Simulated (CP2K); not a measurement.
# Al (Im-3m) in CP2K: further runs

Runs on Al. Level: r2SCAN. Tasks: single point, equation of state.

All numbers are computed with CP2K 2026.2; they aren't measurements. Logs are shortened: lines on timing, memory, paths and dates and some standing lists are left out, and cuts for length are marked.

## 1. Starting point

The structure is cubic, space group Im-3m (No. 229). The conventional cell has a = 3.182 Å, b = 3.182 Å, c = 3.182 Å, α = 90.00°, β = 90.00°, γ = 90.00°. Al (site symmetry m-3m) has 8 Al at 2.76 Å as nearest neighbours.

This isn't the form of Al at room conditions, which is fcc.

## 2. Single point, r2SCAN, 16.12 Å³/atom

File al_eos.inp:

```
&GLOBAL
  PROJECT al_eos
  RUN_TYPE ENERGY_FORCE
  PRINT_LEVEL LOW
&END GLOBAL
&FORCE_EVAL
  METHOD QS
  STRESS_TENSOR ANALYTICAL
  &DFT
    BASIS_SET_FILE_NAME BASIS_MOLOPT_UZH
    POTENTIAL_FILE_NAME POTENTIAL_UZH
    &MGRID
      CUTOFF 675
      REL_CUTOFF 60
      NGRIDS 5
    &END MGRID
    &QS
      METHOD GPW
      EPS_DEFAULT 1.0E-9
    &END QS
    &KPOINTS
      SCHEME MONKHORST-PACK 12 12 12
      GAMMA_CENTERED T
      SYMMETRY T
      SYMMETRY_BACKEND SPGLIB
    &END KPOINTS
    &SCF
      SCF_GUESS ATOMIC
      EPS_SCF 1.0E-6
      MAX_SCF 100
      ADDED_MOS 8
      CHOLESKY OFF
      EPS_EIGVAL 1.0E-7
      &DIAGONALIZATION ON
        ALGORITHM STANDARD
      &END DIAGONALIZATION
      &MIXING ON
        METHOD BROYDEN_MIXING
        ALPHA 0.4
        BETA 1.5
        NBUFFER 8
      &END MIXING
      &SMEAR ON
        METHOD FERMI_DIRAC
        ELECTRONIC_TEMPERATURE [K] 116.045
      &END SMEAR
    &END SCF
    &XC
      &XC_FUNCTIONAL
        &MGGA_X_R2SCAN
        &END MGGA_X_R2SCAN
        &MGGA_C_R2SCAN
        &END MGGA_C_R2SCAN
      &END XC_FUNCTIONAL
    &END XC
    &PRINT
      &KPOINTS ON
      &END KPOINTS
      &MULLIKEN ON
      &END MULLIKEN
      &MO ON
        ENERGIES T
        OCCUPATION_NUMBERS T
        &EACH
          QS_SCF 0
        &END EACH
        ADD_LAST NUMERIC
      &END MO
    &END PRINT
  &END DFT
  &SUBSYS
    &CELL
      A 2.7560716170 0.0000000000 0.0000000000
      B -0.9186905390 2.5984492398 0.0000000000
      C -0.9186905390 -1.2992246199 2.2503230521
      PERIODIC XYZ
    &END CELL
    &COORD
      SCALED
      Al  0.0000000000 0.0000000000 0.0000000000
    &END COORD
    &KIND Al
      BASIS_SET TZVP-MOLOPT-SCAN-GTH-q3
      POTENTIAL GTH-SCAN-q3
    &END KIND
    &PRINT
      &ATOMIC_COORDINATES ON
      &END ATOMIC_COORDINATES
      &CELL ON
      &END CELL
      &SYMMETRY ON
      &END SYMMETRY
    &END PRINT
  &END SUBSYS
  &PRINT
    &FORCES ON
    &END FORCES
    &STRESS_TENSOR ON
    &END STRESS_TENSOR
  &END PRINT
&END FORCE_EVAL
```

Potentials or basis: POTENTIAL_UZH Al GTH-SCAN-q3; TZVP-MOLOPT-SCAN-GTH basis.

Run with:

```bash
$ OMP_NUM_THREADS=1 cp2k.psmp -i al_eos.inp -o al_eos.out
```

al_eos.out:

```text

 CP2K| version string:                                       CP2K version 2026.2
 CP2K| Input file name                                                al_eos.inp

 GLOBAL| Force Environment number                                              1
 GLOBAL| Basis set file name                                    BASIS_MOLOPT_UZH
 GLOBAL| Potential file name                                       POTENTIAL_UZH
 GLOBAL| MM Potential file name                                     MM_POTENTIAL
 GLOBAL| Coordinate file name                                      __STD_INPUT__
 GLOBAL| Method name                                                        CP2K
 GLOBAL| Project name                                                     al_eos
 GLOBAL| Run type                                                   ENERGY_FORCE
 GLOBAL| FFT library                                                       FFTW3
[... 6 lines left out ...]
 GLOBAL| Total number of message passing processes                             1
 GLOBAL| Number of threads for this process                                    1
 GLOBAL| CPU model name                          Intel(R) Xeon(R) Platinum 8488C

 CELL| Volume [angstrom^3]:                                            16.115716
 CELL| Vector a [angstrom]:       2.756     0.000     0.000   |a| =     2.756072
 CELL| Vector b [angstrom]:      -0.919     2.598     0.000   |b| =     2.756072
 CELL| Vector c [angstrom]:      -0.919    -1.299     2.250   |c| =     2.756072
 CELL| Angle (b,c), alpha [degree]:                                   109.471221
 CELL| Angle (a,c), beta  [degree]:                                   109.471221
 CELL| Angle (a,b), gamma [degree]:                                   109.471221
 CELL| Numerically orthorhombic:                                              NO
 CELL| Periodicity                                                           XYZ

 CELL_REF| Volume [angstrom^3]:                                        16.115716
 CELL_REF| Vector a [angstrom     2.756     0.000     0.000   |a| =     2.756072
 CELL_REF| Vector b [angstrom    -0.919     2.598     0.000   |b| =     2.756072
 CELL_REF| Vector c [angstrom    -0.919    -1.299     2.250   |c| =     2.756072
 CELL_REF| Angle (b,c), alpha [degree]:                               109.471221
 CELL_REF| Angle (a,c), beta  [degree]:                               109.471221
 CELL_REF| Angle (a,b), gamma [degree]:                               109.471221
 CELL_REF| Numerically orthorhombic:                                          NO
 CELL_REF| Periodicity                                                       XYZ
[... 9 lines left out ...]
 TOTAL NUMBERS AND MAXIMUM NUMBERS

  Total number of            - Atomic kinds:                                   1
                             - Atoms:                                          1
                             - Shell sets:                                     1
                             - Shells:                                         7
                             - Primitive Cartesian functions:                  4
                             - Cartesian basis functions:                     18
                             - Spherical basis functions:                     17

  Maximum angular momentum of- Orbital basis functions:                        2
                             - Local part of the GTH pseudopotential:          0
                             - Non-local part of the GTH pseudopotential:      2

 MODULE QUICKSTEP: ATOMIC COORDINATES IN ANGSTROM

   Atom Kind Element         X             Y             Z       Z(eff)     Mass
      1    1 Al   13      0.000000      0.000000      0.000000   3.0000  26.9815

 Crystal Symmetry Information
       International Symbol:                                               Im-3m
       Point Group Symbol:                                                  m-3m
       Schoenflies Symbol:                                                  Oh^9
       Number of Symmetry Operations:                                         48

 SCF PARAMETERS         Density guess:                                    ATOMIC
                        --------------------------------------------------------
                        max_scf:                                             100
[... 7 lines left out ...]
                        --------------------------------------------------------
                        level_shift [a.u.]:                             0.000000
                        added MOs                                         8    0
                        --------------------------------------------------------
                        Mixing method:                            BROYDEN_MIXING
                                                charge density mixing in g-space
                        --------------------------------------------------------
[... 46 lines left out ...]
     2 Broy./Diag. 0.40E+00    4.9     0.00648828        -2.1716496493  6.07E-02
     3 Broy./Diag. 0.40E+00    3.9     0.01677433        -2.0803699441  9.13E-02
     4 Broy./Diag. 0.40E+00    3.7     0.00482773        -2.0744512354  5.92E-03
     5 Broy./Diag. 0.40E+00    3.5     0.00275282        -2.0726372710  1.81E-03
     6 Broy./Diag. 0.40E+00    3.5     0.00018151        -2.0723083396  3.29E-04
     7 Broy./Diag. 0.40E+00    3.9     0.00011466        -2.0723393727 -3.10E-05
     8 Broy./Diag. 0.40E+00    5.5     0.00000694        -2.0723599908 -2.06E-05
     9 Broy./Diag. 0.40E+00    4.0     0.00000253        -2.0723532791  6.71E-06
    10 Broy./Diag. 0.40E+00    4.1     0.00000047        -2.0723516771  1.60E-06

  *** SCF run converged in    10 steps ***

  Electronic density on regular grids:         -3.0000000000        0.0000000000
  Core density on regular grids:                2.9999999925       -0.0000000075
  Total charge density on r-space grids:       -0.0000000075
  Total charge density g-space grids:          -0.0000000075

  Overlap energy of the core charge distribution:               0.00000000000000
  Self energy of the core charge distribution:                 -5.64092285258925
  Core Hamiltonian energy:                                      1.18503630679931
  Hartree energy:                                               3.18979117330880
  Exchange-correlation energy:                                 -0.80624542544693
  Electronic entropic energy:                                  -0.00001087932520
  Fermi energy:                                                 0.26635029172308

  Total energy:                                                -2.07235167714162
  Total energy (extrapolated to T->0):                         -2.07234623747902

 MO| EIGENVALUES AND OCCUPATION NUMBERS FOR K POINT 1
 MO|
 MO|  Index      Eigenvalue [a.u.]        Eigenvalue [eV]             Occupation
 MO|      1               0.222688               6.059652               2.000000
 MO|      2               0.222690               6.059695               2.000000
 MO|      3               0.266465               7.250868               0.845828
 MO|      4               0.638649              17.378531               0.000000
 MO|      5               0.647474              17.618663               0.000000
 MO|      6               0.647474              17.618675               0.000000
 MO|      7               1.016722              27.666422               0.000000
 MO|      8               1.315451              35.795233               0.000000
 MO|      9               1.315462              35.795548               0.000000
 MO|     10               1.700855              46.282606               0.000000
 MO| Sum:                                                               4.845828
 MO| E(Fermi):            0.266350 a.u.          7.247760 eV
 MO| Band gap:            0.043775 a.u.          1.191173 eV
[... 202 lines left out ...]
 MO| EIGENVALUES AND OCCUPATION NUMBERS FOR K POINT 14
 MO|
 MO|  Index      Eigenvalue [a.u.]        Eigenvalue [eV]             Occupation
 MO|      1               0.076336               2.077215               2.000000
 MO|      2               0.257730               7.013195               2.000000
 MO|      3               0.335449               9.128028               0.000000
 MO|      4               0.375503              10.217963               0.000000
 MO|      5               1.057435              28.774279               0.000000
 MO|      6               1.059112              28.819903               0.000000
 MO|      7               1.164328              31.682969               0.000000
 MO|      8               1.181497              32.150175               0.000000
 MO|      9               1.280974              34.857084               0.000000
 MO|     10               1.596634              43.446609               0.000000
 MO| Sum:                                                               4.000000
 MO| E(Fermi):            0.266350 a.u.          7.247760 eV

 [... the levels of further k-points ...]

 !-----------------------------------------------------------------------------!
                     Mulliken Population Analysis

 #  Atom  Element  Kind  Atomic population                           Net charge
       1     Al       1          3.000000                             -0.000000
 # Total charge                              3.000000                 -0.000000

 !-----------------------------------------------------------------------------!

 ENERGY| Total FORCE_EVAL ( QS ) energy [hartree]             -2.072351834193662

 FORCES| Atomic forces [hartree/bohr]
 FORCES|   Atom     x               y               z               |f|
 FORCES|      1  1.58171836E-15 -1.34810639E-15  2.05578673E-16   2.08841720E-15
 FORCES| Sum     1.58171836E-15 -1.34810639E-15  2.05578673E-16
 FORCES| Total atomic force                                       2.08841720E-15

 STRESS| Analytical stress tensor [bar]
 STRESS|                        x                   y                   z
 STRESS|      x        2.63919499029E+03  -8.65223440480E-01  -1.23202187656E-01
 STRESS|      y       -8.65223440480E-01   2.64299857519E+03   9.83999435835E-02
 STRESS|      z       -1.23202187656E-01   9.83999435835E-02   2.64378723084E+03
 STRESS| 1/3 Trace                                             2.64199359877E+03
 STRESS| Determinant                                           1.84414412633E+10

 STRESS| Eigenvectors and eigenvalues of the analytical stress tensor [bar]
 STRESS|                        1                   2                   3
 STRESS| Eigenvalues   2.63900534819E+03   2.64316231158E+03   2.64381313655E+03
 STRESS|      x           0.977215955502     -0.203468730406     -0.060410694916
 STRESS|      y           0.211222751229      0.960209124843      0.182711209102
 STRESS|      z           0.020830882749     -0.191308421967      0.981308902440
```

Wall time 54 s (1 thread of Intel Xeon Platinum 8488C (Sapphire Rapids), shared host); peak memory 0.28 GiB.

What came out:

```
Free energy            : -56.3916 eV
Pressure               : 0.3 GPa
Band gap on the k mesh : none (metal or under the smearing width)
```

Caveat: the basis of atomic orbitals isn't converged, which shifts pressures, moduli and gaps.

## 3. Single point, r2SCAN, 15.79 Å³/atom (volume scaled by 0.98)

al_eos.inp: that of step 2 with these lines changed.

```diff
@@ -11,2 +11,3 @@
     POTENTIAL_FILE_NAME POTENTIAL_UZH
+    WFN_RESTART_FILE_NAME previous-RESTART.kp
     &MGRID
@@ -27,3 +28,3 @@
     &SCF
-      SCF_GUESS ATOMIC
+      SCF_GUESS RESTART
       EPS_SCF 1.0E-6
@@ -72,5 +73,5 @@
     &CELL
-      A 2.7560716170 0.0000000000 0.0000000000
-      B -0.9186905390 2.5984492398 0.0000000000
-      C -0.9186905390 -1.2992246199 2.2503230521
+      A 2.7375739347 0.0000000000 0.0000000000
+      B -0.9125246449 2.5810094577 0.0000000000
+      C -0.9125246449 -1.2905047288 2.2352197578
       PERIODIC XYZ
```

Potentials or basis: POTENTIAL_UZH Al GTH-SCAN-q3; TZVP-MOLOPT-SCAN-GTH basis.

Run with:

```bash
$ OMP_NUM_THREADS=1 cp2k.psmp -i al_eos.inp -o al_eos.out
```

Wall time 46 s (1 thread of Intel Xeon Platinum 8488C (Sapphire Rapids), shared host); peak memory 0.28 GiB.

The run converged. Its results:

```yaml
Free_energy: -56.3894 eV
Pressure: 1.9 GPa
Band_gap_on_the_k_mesh: none (metal or under the smearing width)
```

Caveat: the basis of atomic orbitals isn't converged, which shifts pressures, moduli and gaps.

## 4. Single point, r2SCAN, 16.44 Å³/atom (volume scaled by 1.02)

al_eos.inp: that of step 3 with these lines changed.

```diff
@@ -73,5 +73,5 @@
     &CELL
-      A 2.7375739347 0.0000000000 0.0000000000
-      B -0.9125246449 2.5810094577 0.0000000000
-      C -0.9125246449 -1.2905047288 2.2352197578
+      A 2.7743242788 0.0000000000 0.0000000000
+      B -0.9247747596 2.6156580144 0.0000000000
+      C -0.9247747596 -1.3078290072 2.2652262881
       PERIODIC XYZ
```

Run with:

```bash
$ OMP_NUM_THREADS=1 cp2k.psmp -i al_eos.inp -o al_eos.out
```

It took 40 s on 1 thread of Intel Xeon Platinum 8488C (Sapphire Rapids), shared host; peak memory 0.28 GiB.

The run converged. Its results:

* Free energy: -56.3905 eV
* Pressure: -1.3 GPa
* Band gap on the k mesh: none (metal or under the smearing width)

Caveat: the basis of atomic orbitals isn't converged, which shifts pressures, moduli and gaps.

## 5. Single point, r2SCAN, 15.47 Å³/atom (volume scaled by 0.96)

al_eos.inp: that of step 4 with these lines changed.

```diff
@@ -73,5 +73,5 @@
     &CELL
-      A 2.7743242788 0.0000000000 0.0000000000
-      B -0.9247747596 2.6156580144 0.0000000000
-      C -0.9247747596 -1.3078290072 2.2652262881
+      A 2.7188228398 0.0000000000 0.0000000000
+      B -0.9062742799 2.5633307559 0.0000000000
+      C -0.9062742799 -1.2816653779 2.2199095529
       PERIODIC XYZ
```

Run with:

```bash
$ OMP_NUM_THREADS=1 cp2k.psmp -i al_eos.inp -o al_eos.out
```

It took 49 s on 1 thread of Intel Xeon Platinum 8488C (Sapphire Rapids), shared host; peak memory 0.28 GiB.

Results (log left out):

```
Free energy            : -56.3840 eV
Pressure               : 3.6 GPa
Band gap on the k mesh : none (metal or under the smearing width)
```

Caveat: the basis of atomic orbitals isn't converged, which shifts pressures, moduli and gaps.

## 6. Single point, r2SCAN, 16.76 Å³/atom (volume scaled by 1.04)

al_eos.inp: that of step 5 with these lines changed.

```diff
@@ -73,5 +73,5 @@
     &CELL
-      A 2.7188228398 0.0000000000 0.0000000000
-      B -0.9062742799 2.5633307559 0.0000000000
-      C -0.9062742799 -1.2816653779 2.2199095529
+      A 2.7923398764 0.0000000000 0.0000000000
+      B -0.9307799588 2.6326432827 0.0000000000
+      C -0.9307799588 -1.3163216413 2.2799359619
       PERIODIC XYZ
```

Potentials or basis: POTENTIAL_UZH Al GTH-SCAN-q3; TZVP-MOLOPT-SCAN-GTH basis.

Run with:

```bash
$ OMP_NUM_THREADS=1 cp2k.psmp -i al_eos.inp -o al_eos.out
```

Run time: 43 s. Hardware: 1 thread of Intel Xeon Platinum 8488C (Sapphire Rapids), shared host; peak memory 0.28 GiB.

It converged, with:

```
Free energy            : -56.3865 eV
Pressure               : -2.7 GPa
Band gap on the k mesh : none (metal or under the smearing width)
```

Caveat: the basis of atomic orbitals isn't converged, which shifts pressures, moduli and gaps.

## 7. Single point, r2SCAN, 15.15 Å³/atom (volume scaled by 0.94)

al_eos.inp: that of step 6 with these lines changed.

```diff
@@ -73,5 +73,5 @@
     &CELL
-      A 2.7923398764 0.0000000000 0.0000000000
-      B -0.9307799588 2.6326432827 0.0000000000
-      C -0.9307799588 -1.3163216413 2.2799359619
+      A 2.6998094706 0.0000000000 0.0000000000
+      B -0.8999364902 2.5454047795 0.0000000000
+      C -0.8999364902 -1.2727023898 2.2043852020
       PERIODIC XYZ
```

Run with:

```bash
$ OMP_NUM_THREADS=1 cp2k.psmp -i al_eos.inp -o al_eos.out
```

It took 50 s on 1 thread of Intel Xeon Platinum 8488C (Sapphire Rapids), shared host; peak memory 0.28 GiB.

It converged, with:

```
Free energy            : -56.3747 eV
Pressure               : 5.7 GPa
Band gap on the k mesh : none (metal or under the smearing width)
```

Caveat: the basis of atomic orbitals isn't converged, which shifts pressures, moduli and gaps.

## 8. Single point, r2SCAN, 17.08 Å³/atom (volume scaled by 1.06)

al_eos.inp: that of step 7 with these lines changed.

```diff
@@ -73,5 +73,5 @@
     &CELL
-      A 2.6998094706 0.0000000000 0.0000000000
-      B -0.8999364902 2.5454047795 0.0000000000
-      C -0.8999364902 -1.2727023898 2.2043852020
+      A 2.8101259602 0.0000000000 0.0000000000
+      B -0.9367086534 2.6494121633 0.0000000000
+      C -0.9367086534 -1.3247060817 2.2944582385
       PERIODIC XYZ
```

Run with:

```bash
$ OMP_NUM_THREADS=1 cp2k.psmp -i al_eos.inp -o al_eos.out
```

Run time: 46 s. Hardware: 1 thread of Intel Xeon Platinum 8488C (Sapphire Rapids), shared host; peak memory 0.28 GiB.

It converged, with:

```yaml
Free_energy: -56.3797 eV
Pressure: -4.0 GPa
Band_gap_on_the_k_mesh: none (metal or under the smearing width)
```

Caveat: the basis of atomic orbitals isn't converged, which shifts pressures, moduli and gaps.

## 9. Equation of state, r2SCAN

Potentials or basis: POTENTIAL_UZH Al GTH-SCAN-q3; TZVP-MOLOPT-SCAN-GTH basis.

This step only gathers the single runs of the series.

Results:

```
Equilibrium volume                      : 16.16 Å³/atom
Bulk modulus                            : 78 GPa
Pressure derivative of the bulk modulus : 2.9 (rough: it moves with the points fitted)
```

Energy against volume, from the lowest point:
```csv
volume (Å³/atom),energy (meV/atom)
15.149,16.89
15.471,7.55
15.793,2.12
16.116,0.00
16.438,1.03
16.760,5.05
17.083,11.84
```

Caveat: the basis of atomic orbitals isn't converged, which shifts pressures, moduli and gaps.
